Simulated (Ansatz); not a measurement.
# V2NOS MXene monolayer in a perpendicular field, part 2 of 2

What dipole does a perpendicular field induce in the V2NOS MXene monolayer? A positive field points along +c.

Ansatz 0.2.0; plane-wave DFT, PBE-D3(BJ), Ansatz PAW (set soft_1); PAW set soft_1.

So far. Step 2 (Relaxation): The lattice constant a goes from 2.941 to 2.951 Å.

## 3. Atoms held, field 0

A sawtooth potential applies the field, turning back in the middle of the vacuum. With the dipole correction the typed value is the field outside the slab. The induced dipole is small, so the SCF threshold is tight.

The cell differs from the one that the last finished run ended in (c 41.380 → 22.798 Å).

The input, input.yaml:

```yaml
crystal:
  lattice:
    - [2.9513882521, 0.0, 0.0]
    - [-1.475694126, 2.5559772027, 0.0]
    - [0.0, 0.0, 22.7976934143]
  atoms:
    - { symbol: S, position: [0.3333333333, 0.6666666667, 0.3947767801] }
    - { symbol: V, position: [0.6666666667, 0.3333333333, 0.4652247494] }
    - { symbol: "N", position: [0.0, 0.0, 0.5128802435] }
    - { symbol: V, position: [0.3333333333, 0.6666666667, 0.562338793] }
    - { symbol: O, position: [0.6666666667, 0.3333333333, 0.6052232199] }
kpoints:
  mp_grid: { grid: [18, 18, 1] }
  band_path:
    path: [[0, 0, 0], [0.5, 0, 0], [0.33333333, 0.33333333, 0], [0, 0, 0]]
    npoints: 16
hamiltonian:
  xc: pbe
  dispersion: d3bj
  pseudopotentials: { kind: paw, azcp: { folder: soft_1 } }
scf:
  occupations: { method: fermi_dirac, width: 0.02585 }
  convergence: { dr2_threshold: 1.0e-10 }
efield:
  axis: 3
  dipole_correction: true
  ramp_position: 0.97
  ramp_width: 0.06
  amplitude: 0
output:
  dos: { projected: true, e_range: [-6, 5] }
  write_potential: true
  write_density: true
  volumetric_format: npy
  elf: true
```

Run with:

```console
$ ansatz run input.yaml --threads 2 --pin off --max-ram 3072MiB --backend cpu --events-out ev --progress --plain --runs-dir out
```

Numbers of over 12 decimals in the logs are rounded to 6 here.

The log of the run:

```text
[...]
Crystal: 5 atoms, lattice volume = 171.979 Å³
Basis set: ecut = 420 eV, 3305 PW (Γ)
Bands: 27, of which v1, the nominal top of the filled ones, is band 22 counted from 1 (21 counted from 0)
Symmetry: 6 space group operations
[...]
k-points: 37 of 324 (time reversal used)
[...]
SCF iter   1: F=—  HF=-7688.288686 eV  |F-HF|=—  |Δ(HF+E_count)|=         —  Δρ=1.00e-1  dr2=2.14e1  ethr=3.10e-3  p=-0.000 e·Å  D=-7.34e-7 V/Å  ΔV_dip=0.00 eV  dr2_dipole=1.21e-1  V_vac-E_F(+/−)=7.55/7.55 eV  ⟨swp⟩=11.3  Hψ=6213  notcnv=0
efield: sawtooth ramp at fractional position 0.9700 (set: `efield.ramp_position`, or a place that a band, a saddle search or an elastic batch's reference lends), width 0.0600; the density the first Hamiltonian is built on has a dipole p = -0.000 e·Å; the dipole correction subtracts the counter field D = -7.34e-7 V/Å, which shifts the + side's vacuum level by +0.00 eV against the − side's; the planar-averaged density in the ramp window peaks in size at 5.9e-6 e/Å³
[...]
SCF iter   2: F=—  HF=-7688.767491 eV  |F-HF|=—  |Δ(HF+E_count)|=   4.79e-1  Δρ=1.59e-1  dr2=4.58e1  ethr=3.10e-3  p=-0.128 e·Å  D=-1.35e-1 V/Å  ΔV_dip=3.07 eV  dr2_dipole=1.01e0  V_vac-E_F(+/−)=6.25/3.18 eV  ⟨swp⟩=5.0  Hψ=3231  notcnv=0  defer=19
[...]
SCF iter  14: F=-7683.856245 eV  HF=-7683.856245 eV  |F-HF|=1.56e-10  |Δ(HF+E_count)|=  5.74e-10  Δρ=9.67e-8  dr2=1.70e-11  ethr=1.00e-12  p=-0.047 e·Å  D=-4.91e-2 V/Å  ΔV_dip=1.12 eV  dr2_dipole=1.30e-12  V_vac-E_F(+/−)=6.35/5.24 eV  ⟨swp⟩=4.0  Hψ=3154  notcnv=0
SCF 1 converged in 14 iterations: F = -7683.856245 eV  dr2 = 1.70e-11
[...]
NSCF: frozen V_eff on 49 k-points
efield: sawtooth ramp at fractional position 0.9700 (kept from the solve that this one continues, or follows in the run), width 0.0600; the density the first Hamiltonian is built on has a dipole p = -0.047 e·Å; the dipole correction subtracts the counter field D = -4.91e-2 V/Å, which shifts the + side's vacuum level by +1.12 eV against the − side's; the planar-averaged density in the ramp window peaks in size at 6.7e-6 e/Å³
WARN: The output density's exchange-correlation potential varies sharply where the density is thin. Do not read a vacuum level from v_tot or v_xc, or from such a field of the output density. On a cell that repeats whose density bears no net charge and no dipole along the vacuum's axis use v_es (v_loc + v_h of the components); under efield.dipole_correction with no amplitude use v_es + v_field, which holds any externa [...]
SCF converged after 14 iterations
Free energy (F): -7683.856245 eV
[...]
Internal energy: -7683.849749 eV  (E = F + TS)
E sigma→0 (E₀):  -7683.852997 eV
Entropy (-TS):   -0.006496 eV (-1.299 meV/atom)
Fermi energy:    0.356776 eV
Dipole field:    D = -0.049056 V/Å  (p = -0.046623 e·Å, saw-weighted, corrected)
Work function:   Φ+ = 6.3545 eV   Φ− = 5.2361 eV
Levels:          The Fermi level and band energies are counted from a zero that moves with the ramp; work functions are not
[...]
--- Band table (eV; the first three rows and the last of 37) ---
  k-point 0: bands = [... 18 lower, -0.7170, -0.7170, 0.0165, 0.1085, 0.1085, 0.7076, 0.7076, 1.5341, ... 1 higher]
  k-point 1: bands = [... 18 lower, -0.9034, -0.8220, -0.2283, 0.2276, 0.3491, 0.7291, 0.7563, 1.5838, ... 1 higher]
  k-point 2: bands = [... 18 lower, -1.3269, -0.9901, -0.4733, 0.3438, 0.5257, 0.8800, 0.8936, 1.7099, ... 1 higher]
  k-point 36: bands = [... 18 lower, -3.4599, -3.0802, 0.1916, 0.3265, 0.8068, 1.2610, 1.6192, 1.7119, ... 1 higher]
```

Elapsed: 27 s, on 2 threads of Arm Neoverse V1, shared host; peak memory 0.48 GiB; 53 s of CPU time.

In the SCF lines HF is the Harris–Foulkes energy and dr2 the Hartree energy of the density residual, in eV; the loop may stop once dr2 is under the threshold and the program's other checks hold. Hψ counts applications of the Hamiltonian.

Numbers from this step:

```yaml
energy_at_zero_smearing: -7683.8530 eV
work_function_upper_face: 6.354 eV
work_function_lower_face: 5.236 eV
dipole_along_the_normal: -0.04662 e·Å
step_between_the_vacuum_levels: 1.118 eV
```

Running mean over a fixed 2.7 Å (it still follows the layers) of the planar mean; the ramp of the sawtooth is left out. Electron's electrostatic potential energy less the Fermi level against z:

```tsv
z (Å)	electron's electrostatic potential energy less the Fermi level (eV)
3.0	5.24
3.5	5.24
4.0	5.24
4.5	5.24
5.0	5.23
5.5	5.23
6.0	5.20
6.5	5.05
7.0	4.34
7.5	2.02
8.0	-0.893
8.5	-3.18
9.0	-5.95
9.5	-9.19
10.0	-10.9
10.5	-11.0
11.0	-11.3
11.5	-12.5
12.0	-12.6
12.5	-12.0
13.0	-10.4
13.5	-7.59
14.0	-4.10
14.5	-0.268
15.0	3.18
15.5	5.48
16.0	6.23
16.5	6.34
17.0	6.35
17.5	6.35
18.0	6.35
18.5	6.35
19.0	6.35
19.5	6.35
```

The density of states has structure finer than the step of the table below, so its rows give means over 0.2 eV, whole bins alone (the curve runs from -6 to 1.75 eV). Peaks (eV: height): -5.78: 11.8, -4.26: 12.6, 0.45: 13.0, 0.51: 15.2, 1.00: 14.4, 1.25: 11.9, 1.39: 20.4.

Table of density of states by energy, zero at the Fermi level; means over each step:

```tsv
energy (eV)	density of states (states/eV a cell)
-5.8	6.70
-5.6	2.21
-5.4	2.21
-5.2	3.45
-5.0	4.25
-4.8	1.21
-4.6	1.29
-4.4	2.63
-4.2	7.46
-4.0	5.20
-3.8	4.17
-3.6	2.57
-3.4	1.61
-3.2	2.41
-3.0	4.22
-2.8	2.25
-2.6	1.40
-2.4	1.29
-2.2	1.32
-2.0	1.42
-1.8	1.57
-1.6	1.88
-1.4	1.87
-1.2	2.17
-1.0	2.53
-0.8	1.84
-0.6	1.33
-0.4	1.27
-0.2	2.78
0.0	3.30
0.2	2.44
0.4	6.82
0.6	7.41
0.8	2.54
1.0	6.68
1.2	6.45
1.4	10.1
1.6	0.460
```

Projected DOS per atom over height of the atomic layer and energy from the Fermi level. Layers: S V N V O from below.

Values in states/eV, 22 rows by 5 columns, each cell a mean:
```
0.35 1.80 0.27 0.94 0.16
0.48 4.06 0.37 1.96 0.21
0.23 1.52 0.45 2.61 0.29
0.28 2.07 0.25 4.11 0.29
0.17 0.94 0.13 1.52 0.12
0.38 0.75 0.14 1.24 0.19
0.16 0.39 0.08 0.51 0.12
0.29 0.89 0.11 0.72 0.26
0.35 0.82 0.09 0.53 0.24
0.59 0.79 0.06 0.22 0.12
0.62 0.57 0.05 0.09 0.10
0.68 0.39 0.06 0.03 0.11
0.94 0.30 0.18 0.05 0.28
1.90 0.40 0.38 0.11 0.59
0.77 0.31 0.15 0.10 0.47
0.64 0.48 0.34 0.43 1.58
0.94 0.72 0.52 0.79 3.12
0.64 0.30 0.17 0.50 1.73
0.46 0.28 0.13 0.15 0.38
0.91 0.56 0.56 0.65 1.28
0.49 0.22 0.14 0.37 0.77
0.62 0.70 2.06 1.10 0.81
```
Columns: height of the atomic layer (Å) from 9 to 13.8 (not evenly spaced); rows upwards: energy from the Fermi level (eV) from -5.96 to 1.69.

The electronic bands at the labelled points (eV, zero at the Fermi level):

```tsv
point	band 18	band 19	band 20	band 21	band 22	band 23	band 24	band 25
Γ	-2.87	-1.07	-1.07	-0.34	-0.25	-0.25	0.35	0.35
halfway	-3.64	-2.61	-1.55	-1.40	0.01	0.46	0.62	1.23
M	-4.07	-3.05	-1.65	-1.64	0.33	0.53	1.00	1.14
halfway	-4.03	-3.40	-3.04	-0.82	0.38	0.42	1.04	1.25
K	-4.18	-3.82	-3.44	-0.17	-0.03	0.45	0.90	1.26
halfway	-3.56	-2.92	-2.26	-0.84	-0.36	0.70	0.89	1.10
Γ	-2.87	-1.07	-1.07	-0.34	-0.25	-0.25	0.35	0.35
```

Electrostatic potential energy in the ca plane at fractional y = 0.333, with atoms of V and O within 0.2 Å of it. With pseudopotentials it is smooth inside the atoms' cores, unlike the true potential.

Ten even steps from '0' (-40 eV) to '9' (7 eV), each cell a mean:
```
99999999999999999998886212678777668999999999
99999999999999999999872000278886103899999999
99999999999999999999871000178884002899999999
99999999999999999999873000378886114999999999
99999999999999999988886323688777778999999999
99999999999999999987678777887656789999999999
99999999999999999976678888877545789999999999
99999999999999999987778777787656789999999999
```
Columns run along c (16.0 Å, from fractional 0.08 to 0.78 of the cell; values clipped at the 3rd and 97th percentile), rows up along a (3.0 Å). Atoms in or near the plane, at fractional coordinates: V at (0.47, 0.67), O at (0.61, 0.67).

ELF in the ca plane at fractional y = 0.333, with atoms of V and O within 0.2 Å of it. It is the smooth field of the valence electrons, not physical close to the nuclei.

Ten even steps from '0' (0.00) to '9' (0.84), each cell a mean:
```
00000002356632452232126998620000000000000000
00000000012225886211158789841000000000000000
00000000001126887311268579852000000000000000
00000000123324775221148899841000000000000000
00000012467742332342115887520000000000000000
00000136899974113663111232100000000000000000
00000147999985225773121000000000000000000000
00000025789973113663111343100000000000000000
```
Columns run along c (16.0 Å, from fractional 0.23 to 0.93 of the cell), rows up along a (3.0 Å). Atoms in or near the plane, at fractional coordinates: V at (0.47, 0.67), O at (0.61, 0.67).

Valence density in the ca plane at fractional y = 0.333, with atoms of V and O within 0.2 Å of it. It is the smooth field of the valence electrons, not physical close to the nuclei.

Ten steps, logarithmic in the rise over the least value, from '0' (0 e/Å³) to '9' (15 e/Å³), each cell a mean:
```
00000000000000112223564222223443100000000000
00000000000000011236897321135775200000000000
00000000000000011136998421136886200000000000
00000000000000011225886321135775200000000000
00000000000000122223454222223442100000000000
00000000000000123332222333332211000000000000
00000000000001233332222333332110000000000000
00000000000000123332222333332221000000000000
```
Columns run along c (16.0 Å, from fractional 0.14 to 0.84 of the cell), rows up along a (3.0 Å). Atoms in or near the plane, at fractional coordinates: V at (0.47, 0.67), O at (0.61, 0.67).

The work function of the upper face is 6.35 eV.

## 4. Single point, field 0.1 V/Å

input.yaml: that of step 3 with these lines changed.

```diff
@@ -26,7 +26,6 @@
   dipole_correction: true
-  ramp_position: 0.97
-  ramp_width: 0.06
-  amplitude: 0
+  ramp_position: 0.9281
+  ramp_width: 0.1268
+  amplitude: 0.1
 output:
-  dos: { projected: true, e_range: [-6, 5] }
   write_potential: true
@@ -34,2 +33 @@
   volumetric_format: npy
-  elf: true
```

The log of the run:

```text
[...]
Crystal: 5 atoms, lattice volume = 171.979 Å³
Basis set: ecut = 420 eV, 3305 PW (Γ)
Bands: 27, of which v1, the nominal top of the filled ones, is band 22 counted from 1 (21 counted from 0)
Symmetry: 6 space group operations
[...]
k-points: 37 of 324 (time reversal used)
[...]
k-point 0: bands = [... 18 lower, -0.7116, -0.7116, 0.0230, 0.1123, 0.1123, 0.7126, 0.7126, 1.5401, ... 1 higher]
  k-point 1: bands = [... 18 lower, -0.8988, -0.8172, -0.2234, 0.2319, 0.3547, 0.7340, 0.7613, 1.5898, ... 1 higher]
  k-point 2: bands = [... 18 lower, -1.3250, -0.9862, -0.4682, 0.3486, 0.5311, 0.8856, 0.8985, 1.7156, ... 1 higher]
  k-point 36: bands = [... 18 lower, -3.4430, -3.0851, 0.1969, 0.3308, 0.8125, 1.2645, 1.6219, 1.7175, ... 1 higher]
[key lines of the parts left out:]
SCF converged after 13 iterations
Free energy (F): -7683.852911 eV
Fermi energy:    0.361724 eV
Dipole field:    D = -0.021103 V/Å  (p = -0.020056 e·Å, saw-weighted, corrected)
```

The job ended after 26 s (2 threads; peak memory 0.46 GiB; 51 s of CPU time).

The dipole is -0.0201 e·Å, 0.0266 e·Å from its value without field.

## 5. Single point, field -0.1 V/Å

input.yaml: that of step 4 with these lines changed.

```diff
@@ -28,3 +28,3 @@
   ramp_width: 0.1268
-  amplitude: 0.1
+  amplitude: -0.1
 output:
```

The log of the run:

```text
[...]
Crystal: 5 atoms, lattice volume = 171.979 Å³
Basis set: ecut = 420 eV, 3305 PW (Γ)
Bands: 27, of which v1, the nominal top of the filled ones, is band 22 counted from 1 (21 counted from 0)
Symmetry: 6 space group operations
[...]
k-points: 37 of 324 (time reversal used)
[...]
k-point 0: bands = [... 18 lower, -0.7039, -0.7039, 0.0285, 0.1232, 0.1232, 0.7212, 0.7212, 1.5466, ... 1 higher]
  k-point 1: bands = [... 18 lower, -0.8895, -0.8083, -0.2146, 0.2418, 0.3620, 0.7427, 0.7697, 1.5964, ... 1 higher]
  k-point 2: bands = [... 18 lower, -1.3103, -0.9756, -0.4599, 0.3574, 0.5387, 0.8929, 0.9072, 1.7228, ... 1 higher]
  k-point 36: bands = [... 18 lower, -3.4584, -3.0569, 0.2048, 0.3407, 0.8196, 1.2760, 1.6350, 1.7248, ... 1 higher]
[key lines of the parts left out:]
SCF converged after 14 iterations
Free energy (F): -7683.862235 eV
Fermi energy:    0.370311 eV
Dipole field:    D = -0.076981 V/Å  (p = -0.073164 e·Å, saw-weighted, corrected)
```

Run time: 26 s. Hardware: 2 threads; peak memory 0.46 GiB; 51 s of CPU time.

The dipole is -0.0732 e·Å, -0.0265 e·Å from its value without field.

## 6. Response, atoms held

This step: plane-wave DFT, PBE-D3(BJ), Ansatz PAW (set soft_1); response to a field along the normal, atoms held; PAW set soft_1 (Ansatz 0.2.0).

The dipoles give the slope, and the difference of two potentials shows where the field is screened.

Numbers from this step:

- equivalent conductor thickness p/(ε₀AE): 6.369 Å
- distance between the outer atoms: 4.798 Å

Table of dipole of the cell by applied field:

```tsv
applied field (V/Å)	dipole of the cell (e·Å)
-0.1000	-0.0732
0.0000	-0.0466
0.1000	-0.0201
```

Local field over the applied field, running mean. From the potentials at -0.1 and 0.1 V/Å; running mean over 2.5 Å. The local field over applied field by z:

```tsv
z (Å)	local field over applied field
4.5	0.999
5.0	0.997
5.5	0.990
6.0	0.972
6.5	0.922
7.0	0.817
7.5	0.658
8.0	0.479
8.5	0.296
9.0	0.150
9.5	0.0653
10.0	0.0266
10.5	0.0126
11.0	0.0166
11.5	0.0185
12.0	0.0191
12.5	0.0421
13.0	0.0998
13.5	0.214
14.0	0.376
14.5	0.556
15.0	0.729
15.5	0.870
16.0	0.954
16.5	0.986
17.0	0.996
17.5	0.999
18.0	1.000
18.5	1.000
```

Electrons, planar mean, per unit field. The induced electron density by z:

```tsv
z (Å)	induced electron density (e/Å³ per V/Å)
4.13	1.3e-6
4.56	4.0e-6
4.99	1.1e-5
5.27	2.3e-5
5.70	6.3e-5
6.13	1.7e-4
6.55	4.2e-4
6.84	7.5e-4
7.27	0.00167
7.69	0.00310
8.12	0.00369
8.41	0.00251
8.83	9.9e-4
9.26	0.00117
9.69	-3.5e-4
9.97	-9.5e-4
10.40	2.6e-4
10.83	3.4e-4
11.26	1.3e-4
11.54	1.5e-6
11.97	-2.0e-4
12.40	-1.1e-4
12.82	-3.8e-4
13.11	-1.0e-4
13.54	-0.00194
13.96	-0.00192
14.39	-0.00398
14.68	-0.00324
15.10	-0.00152
15.53	-5.9e-4
15.96	-2.1e-4
16.24	-9.8e-5
16.67	-3.1e-5
17.10	-9.7e-6
17.53	-2.9e-6
17.81	-1.3e-6
18.24	-4.2e-7
18.67	-1.1e-7
```

By hand: between -0.1 and 0.1 V/Å the dipole changes by 0.05311 e·Å, a slope of 0.2655 e·Å²/V. A perfect conductor of thickness t has p = ε₀AEt, so t = 180.95 × 0.2655 / 7.544 = 6.37 Å (e/ε₀ = 180.95 V·Å, A in Å²).

The induced dipole is that of a conductor 6.37 Å thick.

## 7. Results

| Item | Value |
| --- | --- |
| gap without field | none |
| work function, upper face | 6.35 eV |
| step between the vacuum levels | 1.12 eV |
| equivalent conductor thickness, atoms held | 6.37 Å |

What this shows: The induced dipole equals that of a perfect conductor 6.37 Å thick, while the outer atoms lie 4.80 Å apart. The two faces differ: the vacuum level above lies 1.12 eV higher than the one below. There is no gap over 0.03 eV, with or without the field. The first relaxation ran with spin and lost its moment, and the later runs have none; other magnetic states were not tried. The MXene's terminations sit over the metal atoms of its far layer; the site over carbon or nitrogen, which some compounds prefer, was not run.

[Logs are printed without paths, hosts, clocks, repeated set-up lines and the standing remarks that a program may print on its own settings, such as how far it seeks lower states.]

[Hosts, paths, dates, database ids (printed as entryN), source tags and the programs' standing remarks are cut or masked in the printed files.]

[Maps of the electrostatic potential energy from Ansatz leave out the sawtooth potential of an applied field or a dipole correction, so their vacuum need not be flat; planar profiles and work functions include it.]

[The density of states shown here was stored with 400 of the rows of the run's finer table, so its peaks can read low, often by over a quarter, or be missed, and its means over a window can be off by a tenth or more.]
